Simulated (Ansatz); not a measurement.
Runs of Ansatz 0.2.0 on AlCu3. It takes space group Fm-3m (No. 225, cubic). Conventional cell: a = 5.776 Å, b = 5.776 Å, c = 5.776 Å, α = 90.00°, β = 90.00°, γ = 90.00°. Cu (site symmetry -43m) is surrounded by 4 Al at 2.50 Å and 4 Cu at 2.50 Å. Around Cu (site symmetry m-3m) lie 8 Cu at 2.50 Å. Al (site symmetry m-3m) is surrounded by 8 Cu at 2.50 Å. The cell comes from a database or a generator and needn't be the stable form of this composition.

```csv
task,level,potentials or basis,cutoff (eV),basis error allowed,pressure (GPa),V0 of scaled cells (Å³/atom),B0 (GPa)
band structure,PBEsol,"all-electron LAPW, non-relativistic",287,0.002 eV/atom,2.6,-,-
band structure,LDA,"all-electron LAPW, scalar-relativistic",287,0.002 eV/atom,-6.2,-,-
equation of state,LDA,"all-electron LAPW, scalar-relativistic",-,0.002 eV/atom,-,(b),167
band structure,PBEsol,"all-electron LAPW, inner shells corrected to Dirac's equation",287,0.002 eV/atom,-0.8,-,-
equation of state,PBEsol,"all-electron LAPW, scalar-relativistic",-,0.001 eV/atom,-,(a),152
```

Alike in all rows: no spin polarisation; cell as given; k mesh 8 × 8 × 8; smearing fermi-dirac 0.05 eV.

**Question.** Estimate the missing entries.

**Answer.** (a) 11.98; (b) 11.56.

Not every run made on this cell is shown here.
